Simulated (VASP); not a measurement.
# LaH3 (Fm-3m) in VASP: a series of runs

One crystal, LaH3, is run at these levels: LDA; tasks: single point.

Program: VASP 6.6.1. These are calculated values, not measurements. Logs are shortened: lines on timing, memory, paths and dates and some standing lists are left out, and cuts for length are marked.

### 1 Starting point

The structure is cubic, space group Fm-3m (No. 225). Conventional cell: a = 5.573 Å, b = 5.573 Å, c = 5.573 Å, α = 90.00°, β = 90.00°, γ = 90.00°. La (site symmetry m-3m) is surrounded by 8 H at 2.41 Å. H (site symmetry -43m) has 4 La at 2.41 Å and 4 H at 2.41 Å as nearest neighbours. Around H (site symmetry m-3m) lie 8 H at 2.41 Å.

The cell comes from a database or a generator and needn't be the stable form of this composition.

### 2 Single point, LDA

Input file INCAR:

```
PREC = Low
ENCUT = 550
EDIFF = 1E-6
ISMEAR = 0
SIGMA = 0.05
LREAL = F
LASPH = T
NELM = 100
ALGO = Normal
ISIF = 2
LWAVE = F
LCHARG = F
GGA = CA
NBANDS = 15
ADDGRID = F
```

Input file KPOINTS:

```
regular mesh
0
Gamma
  6 6 6
```

Input file POSCAR:

```
LaH3
1.0
    0.0000000000      2.7864794500      2.7864794500
    2.7864794500      0.0000000000      2.7864794500
    2.7864794500      2.7864794500      0.0000000000
La H
1 3
Direct
    0.0000000000      0.0000000000      0.0000000000
    0.2500000000      0.2500000000      0.2500000000
    0.7500000000      0.7500000000      0.7500000000
    0.5000000000      0.5000000000      0.5000000000
```

Potentials or basis: VASP PAW LDA potentials, release 64 (La, H).

Command:

```
cat potpaw_LDA.64/La/POTCAR potpaw_LDA.64/H/POTCAR > POTCAR
mpirun -np 1 vasp_std > vasp.out
```

OUTCAR:

```text
PREC = Low
   ENCUT = 550
   EDIFF = 1E-6
   ISMEAR = 0
   LREAL = F
   LASPH = T
   NELM = 100
   ISIF = 2
   GGA = CA

 Found     16 irreducible k-points:

 Following reciprocal coordinates:
            Coordinates               Weight
  0.000000  0.000000  0.000000      1.000000
  0.166667  0.000000  0.000000      8.000000
  0.333333  0.000000  0.000000      8.000000
  0.500000  0.000000  0.000000      4.000000
  0.166667  0.166667  0.000000      6.000000
  0.333333  0.166667  0.000000     24.000000
   k-points           NKPTS =     16   k-points in BZ     NKDIM =     16   number of bands    NBANDS=     15
   number of dos      NEDOS =    301   number of ions     NIONS =      4
   total plane-waves  NPLWV =  13824
   dimension x,y,z NGX =    24 NGY =   24 NGZ =   24
   dimension x,y,z NGXF=    24 NGYF=   24 NGZF=   24
   ions per type =               1   3
   NGX,Y,Z   is equivalent  to a cutoff of  10.12, 10.12, 10.12 a.u.
   NGXF,Y,Z  is equivalent  to a cutoff of  10.12, 10.12, 10.12 a.u.
 SYSTEM =  unknown system
   PREC   = low       normal or accurate (medium, high low for compatibility)
   ISTART =      0    job   : 0-new  1-cont  2-samecut
   ICHARG =      2    charge: 1-file 2-atom 10-const
   ISPIN  =      1    spin polarized calculation?
   LNONCOLLINEAR =      F non collinear calculations
   LSORBIT =      F    spin-orbit coupling
   LASPH  =      T    aspherical Exc in radial PAW
   ENCUT  =  550.0 eV  40.42 Ry    6.36 a.u.   7.54  7.54  7.54*2*pi/ulx,y,z
   NELM   =    100;   NELMIN=  2; NELMDL= -5     # of ELM steps
   EDIFF  = 0.1E-05   stopping-criterion for ELM
   LREAL  =      F    real-space projection
   EDIFFG = 0.1E-04   stopping-criterion for IOM
   NSW    =      0    number of steps for IOM
   IBRION =     -1    ionic relax: 0-MD 1-quasi-New 2-CG
   NFREE  =      0    steps in history (QN), initial steepest desc. (CG)
   ISIF   =      2    stress and relaxation
   ISYM   =      2    0-nonsym 1-usesym 2-fastsym
   POTIM  = 0.5000    time-step for ionic-motion
   TEBEG  =    0.0;   TEEND  =   0.0 temperature during run
   PSTRESS=    0.0 pullay stress
   NELECT =      14.0000    total number of electrons
   NUPDOWN=      -1.0000    fix difference up-down
   EMIN   =  10.00;   EMAX   =-10.00  energy-range for DOS
   EFERMI =   0.00;   METHOD = LEGACY
   ISMEAR =     0;   SIGMA  =   0.05  broadening in eV -4-tet -1-fermi 0-gaus
   EFERMI_NEDOS =   21; number of points for ismear=-14 and -15
   IALGO  =     38    algorithm
   IMIX   =      4    mixing-type and parameters
     AMIX     =   0.40;   BMIX     =  1.00
     AMIX_MAG =   1.60;   BMIX_MAG =  1.00
  volume/ion in A,a.u.               =      10.82        73.00
  Fermi-wavevector in a.u.,A,eV,Ry     =   1.123876  2.123817 17.185477  1.263097
  Thomas-Fermi vector in A             =   2.260545
   LORBIT       =      0    0 simple, 1 ext, 2 COOP (PROOUT), +10 PAW based schemes
   GGA     = CA    functional components
   LHFCALC =     F    Hartree Fock is set to
   AEXX    =    0.0000 exact exchange contribution
   IVDW    =     0    specifies the selected vdW correction
   LEPSILON=     F    determine dielectric tensor
   LRPA    =     F    only Hartree local field effects (RPA)
 non-spin polarized calculation
 Gauss-broadening in eV      SIGMA  =   0.05
  energy-cutoff  :      550.00
  volume of cell :       43.27
 maximum number of plane-waves:      1303
   NGX = 15   NGY = 15   NGZ = 15

 number of electron      13.9999936 magnetization

 Free energy of the ion-electron system (eV)
  ---------------------------------------------------
  ext. energy  EPLUGINS =         0.00000000
  ---------------------------------------------------
  free energy    TOTEN  =       -18.58184905 eV

  energy without entropy =      -18.58130994  energy(sigma->0) =      -18.58157950

 E-fermi :   7.6189     XC(G=0): -10.2962

 val. band max:        6.9118313941   @ k =   0.1667   0.0000   0.0000
 cond. band min:       7.6595817110   @ k =   0.5000   0.0000   0.0000
 fundamental gap:      0.7477503170
 Fermi energy:         7.6189135965

 k-point     1 :       0.0000    0.0000    0.0000
  band No.  band energies     occupation
      1     -25.6624      2.00000
      2      -8.9405      2.00000
      3      -8.9405      2.00000
      4      -8.9405      2.00000
      5      -0.4574      2.00000
      6       4.6536      2.00000
      7       7.8215      0.00000
      8       7.8215      0.00000
      9       7.8215      0.00000
     10       8.1487      0.00000
     11       8.6717      0.00000
     12       8.6717      0.00000
     13       8.6717      0.00000
     14       9.2484      0.00000
     15       9.2484      0.00000

 k-point     2 :       0.1667    0.0000    0.0000
  band No.  band energies     occupation
      1     -25.6304      2.00000
      2      -9.2772      2.00000
      3      -8.9734      2.00000
      4      -8.9734      2.00000
      5       0.1962      2.00000
      6       3.8914      2.00000
      7       6.9118      2.00000
      8       7.9654      0.00000
      9       7.9654      0.00000
     10       8.6416      0.00000
     11       8.6416      0.00000
     12       8.7027      0.00000
     13       9.2487      0.00000
     14       9.2487      0.00000
     15       9.2521      0.00000

 k-point     3 :       0.3333    0.0000    0.0000
  band No.  band energies     occupation
      1     -25.5652      2.00000
      2      -9.8672      2.00000
      3      -9.0381      2.00000
      4      -9.0380      2.00000
      5       1.3031      2.00000
      6       3.3691      2.00000
      7       5.7795      2.00000
      8       7.8359      0.00000
      9       7.8359      0.00000
     10       8.7020      0.00000
     11       8.7021      0.00000
     12       9.0968      0.00000
     13       9.1757      0.00000
     14       9.1757      0.00000
     15       9.2592      0.00000

 k-point     4 :       0.5000    0.0000    0.0000
  band No.  band energies     occupation
      1     -25.5320      2.00000
      2     -10.1320      2.00000
      3      -9.0698      2.00000
      4      -9.0698      2.00000
      5       1.5564      2.00000
      6       3.6024      2.00000
      7       5.4643      2.00000
      8       7.6596      0.25003
      9       7.6596      0.24997
     10       8.7455      0.00000
     11       8.7456      0.00000
     12       9.1448      0.00000
     13       9.1448      0.00000
     14       9.1474      0.00000
     15       9.2628      0.00000

 k-point     5 :       0.1667    0.1667    0.0000
  band No.  band energies     occupation
      1     -25.6198      2.00000
      2      -9.2834      2.00000
      3      -9.0337      2.00000
      4      -9.0337      2.00000
      5       0.4117      2.00000
      6       3.6141      2.00000
      7       6.3890      2.00000
      8       8.1461      0.00000
      9       8.1461      0.00000
     10       8.6283      0.00000
     11       8.8086      0.00000
     12       8.8086      0.00000
     13       9.0849      0.00000
     14       9.4471      0.00000
     15       9.4513      0.00000

 k-point     6 :       0.3333    0.1667    0.0000
  band No.  band energies     occupation
      1     -25.5657      2.00000
      2      -9.7085      2.00000
      3      -9.1311      2.00000
      4      -9.1112      2.00000
      5       1.4532      2.00000
      6       3.0410      2.00000
      7       5.0958      2.00000
      8       8.2669      0.00000
      9       8.5190      0.00000
     10       8.7125      0.00000
     11       8.8335      0.00000
     12       9.0277      0.00000
     13       9.0578      0.00000
     14       9.2878      0.00000
     15       9.5582      0.00000

 [... further k-points ...]

------------------------ aborting loop because EDIFF is reached ----------------------------------------

  FORCE on cell =-STRESS in cart. coord.  units (eV):
  Direction    XX          YY          ZZ          XY          YZ          ZX
  --------------------------------------------------------------------------------------
  -------------------------------------------------------------------------------------
  Total       -1.2750883     -1.2750883     -1.2750883     -0.0000000      0.0000000      0.0000000
  in kB      -47.2120990    -47.2120990    -47.2120990     -0.0000000      0.0000000      0.0000000
  external PRESSURE =     -47.2120990 kB  Pullay stress =       0.0000000 kB

 VOLUME and BASIS-vectors are now :
 -----------------------------------------------------------------------------
  energy-cutoff  :      550.00
  volume of cell :       43.27
      direct lattice vectors                 reciprocal lattice vectors
     0.000000000  2.786479450  2.786479450    -0.179437892  0.179437892  0.179437892
     2.786479450  0.000000000  2.786479450     0.179437892 -0.179437892  0.179437892
     2.786479450  2.786479450  0.000000000     0.179437892  0.179437892 -0.179437892

 POSITION                                       TOTAL-FORCE (eV/Angst)
 -----------------------------------------------------------------------------------
      0.00000      0.00000      0.00000         0.000000     -0.000000      0.000000
      1.39324      1.39324      1.39324         0.000000      0.000000     -0.000000
      4.17972      4.17972      4.17972        -0.000000     -0.000000      0.000000
      2.78648      2.78648      2.78648         0.000000     -0.000000      0.000000
 -----------------------------------------------------------------------------------
    total drift:                                0.000000      0.000000      0.000000

  FREE ENERGIE OF THE ION-ELECTRON SYSTEM (eV)
  ---------------------------------------------------
  free  energy   TOTEN  =       -18.5818490538 eV

  energy  without entropy=      -18.5813099411  energy(sigma->0) =      -18.58157950
```

It used 4.5 s of CPU time on 1 thread of Intel(R) Xeon(R) Platinum 8488C (Sapphire Rapids), on a shared host, which was overloaded at the time.

The run converged, but some of its settings lie outside the range that counts as converged, so its numbers aren't taken as properties of the crystal.

Results:

```yaml
Free_energy: -18.5818 eV
Pressure: -4.7 GPa
Band_gap_on_the_k_mesh: none (metal or under the smearing width)
```

### 3 Single point, LDA

INCAR is that of step 2.

KPOINTS is that of step 2.

Input file POSCAR:

```
LaH3
1.0
    0.0000000000      2.7864794500      2.7864794500
    2.7864794500      0.0000000000      2.7864794500
    2.7864794500      2.7864794500      0.0000000000
La H
1 3
Direct
    0.0010720000     -0.0024160000     -0.0049440000
    0.2532360000      0.2274950000      0.2357170000
    0.7573300000      0.7385030000      0.7643790000
    0.4948670000      0.5128930000      0.4979460000
```

Potentials or basis: VASP PAW LDA potentials, release 64 (La, H).

Command:

```
cat potpaw_LDA.64/La/POTCAR potpaw_LDA.64/H/POTCAR > POTCAR
mpirun -np 1 vasp_std > vasp.out
```

It took 27 s on 1 thread of Intel Xeon Platinum 8488C (Sapphire Rapids), shared host; peak memory 0.18 GiB.

The run converged, but some of its settings lie outside the range that counts as converged, so its numbers aren't taken as properties of the crystal.

What came out:

```yaml
Free_energy: -18.5544 eV
Pressure: -4.5 GPa
Largest_force: 0.339 eV/Å
Band_gap_on_the_k_mesh: none (metal or under the smearing width)
```
